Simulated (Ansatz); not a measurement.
# One geometry of CuO, one setting changed: functional

Method: plane-wave DFT with PAW (Ansatz). The atoms stay where they are, in a cell that isn't relaxed at these levels; pressure is positive in compression.

```
Cu O
1.0
     2.34465   -1.71340    0.00000
     2.34465    1.71340    0.00000
    -0.86055    0.00000    5.05944
Cu O
2 2
Direct
  0.00320 0.49680 0.00000
  0.49680 0.00320 0.50000
  0.57140 0.40560 0.25370
  0.40560 0.57140 0.75370
```

* occupation rule: Gaussian smearing, 0.1 eV
* spin treatment: unpolarised

```tsv
functional	mesh	cutoff (eV)	gap on mesh (eV)	P (GPa)	largest force (eV/Å)
PBE	16×16×8	420	metal	5.7	0.757
PBEsol	16×16×8	420	metal	-2.7	0.758
```

(1) What do the runs give for LDA, r2SCAN?

Answers

(1) They give:

| functional | mesh | cutoff (eV) | gap on mesh (eV) | P (GPa) | largest force (eV/Å) |
| --- | --- | --- | --- | --- | --- |
| LDA | 16×16×8 | 420 | metal | -9.6 | 0.791 |
| r2SCAN | 16×16×8 | 500 | metal | -1.3 | 0.735 |